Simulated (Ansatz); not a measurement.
**Relaxing BeS in the zincblende type**

First guess:

```xyz
2
Lattice="0.0000 2.3612 2.3612 2.3612 0.0000 2.3612 2.3612 2.3612 0.0000" Properties=species:S:1:pos:R:3 pbc="T T T"
Be    0.0000    0.0000    0.0000
S     1.1806    1.1806    1.1806
```

Computed with Ansatz 0.2.0, DFT, PBE, PAW with Ansatz's default frozen-core files, scalar-relativistic.

Cell and atoms relax within the symmetry of the start on a 12×12×12 k mesh with 0.05 eV Fermi–Dirac smearing.

The start is built from a prototype, known or not as a phase of this compound; the cutoff is 420 eV.

Task: What is the pressure of the first guess?

Result: 10.71 GPa.

Task: What does it relax to?

Result: a = 4.875 Å, b = 4.875 Å, c = 4.875 Å, α = 90.00°, β = 90.00°, γ = 90.00° (conventional cell), 14.48 Å³ per atom:
Space group F-43m (No. 216). a = 4.875 Å, b = 4.875 Å, c = 4.875 Å, α = 90.00°, β = 90.00°, γ = 90.00°
```json
{"atom": "Be", "site": "4a", "symmetry": "-43m", "x": "0.0000", "y": "0.0000", "z": "0.0000"}
{"atom": "S", "site": "4d", "symmetry": "-43m", "x": "0.2500", "y": "0.2500", "z": "0.7500"}
```

Task: How much energy does the relaxation release?

Result: 41 meV/atom.
